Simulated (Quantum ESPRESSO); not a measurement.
# Pt under changes of volume

One of the cells (15.080 Å³/atom); the others are scaled copies at fixed shape and fractional positions:

```
Pt
1.0
     0.00000    1.96090    1.96090
     1.96090    0.00000    1.96090
     1.96090    1.96090    0.00000
Pt
1
Direct
  0.00000 0.00000 0.00000
```

| Property | Result |
| --- | --- |
| Program | Quantum ESPRESSO 7.5 |
| Functional | r2SCAN |
| Potentials or basis | SG15 PBE 1.2 |
| Cutoff | 952 eV |
| Density cutoff | 3810 eV |
| k mesh | 9 × 9 × 9 |
| Occupations | fermi-dirac, width 0.05 eV |
| Spin | no spin polarisation |

```csv
volume (Å³/atom),energy over the lowest point (meV/atom),pressure (GPa)
14.175,79.23,25.2
14.477,39.51,17.1
14.778,?,?
15.080,1.48,3.6
15.381,0.00,-2.0
15.683,8.39,-6.9
15.985,25.47,-11.2
```

Problem. What does the run at 14.778 Å³/atom give?

Solution. Energy over the lowest point 14.16 meV/atom; pressure 9.9 GPa.

Worked out: A Birch-Murnaghan fit of order 3 (a polynomial in V^(-2/3)) to the other rows has its minimum at 15.27 Å³/atom with B0 = V·E''(V) = 277 GPa and B' = 5.3. It gives 14.20 meV/atom at 14.778 Å³/atom, against the run's 14.16, and -dE/dV = 10.0 GPa, against 9.9.

Energies are extrapolated to zero smearing.

Caveats: the potentials were made for another functional, which shifts forces and pressure.
